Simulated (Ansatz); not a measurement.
The system is Nb.

```
Nb
1.0
    -1.66395    1.66395    1.66395
     1.66395   -1.66395    1.66395
     1.66395    1.66395   -1.66395
Nb
1
Direct
  0.00000 0.00000 0.00000
```

* Program: Ansatz 0.2.0
* Task: relaxation of cell and atoms
* Functional: RPBE
* Dispersion: D4
* Potentials or basis: all-electron LAPW, scalar-relativistic
* Basis error allowed: 0.001 eV/atom
* k mesh: 11 × 11 × 11
* Occupations: fermi-dirac, width 0.05 eV
* Spin: no spin polarisation

At the start: volume 18.43 Å³/atom.

Question: How do energy, volume and symmetry change on relaxing?

Answer: Over 4 steps the energy falls by 5.7 meV/atom and the volume is 17.98 Å³/atom (-2.4 %); space group Im-3m (No. 229, to 0.05 Å).

The path:
```csv
step,energy change (eV),largest force (eV/Å),volume (Å³)
1,0.0000,0.0000,18.43
2,-0.0056,0.0000,18.01
3,-0.0057,0.0000,17.98
4,-0.0057,0.0000,17.98
```

Final structure:
```
CELL_PARAMETERS angstrom
-1.65049 1.65049 1.65049
1.65049 -1.65049 1.65049
1.65049 1.65049 -1.65049
ATOMIC_POSITIONS crystal
Nb 0.00000 0.00000 0.00000
```
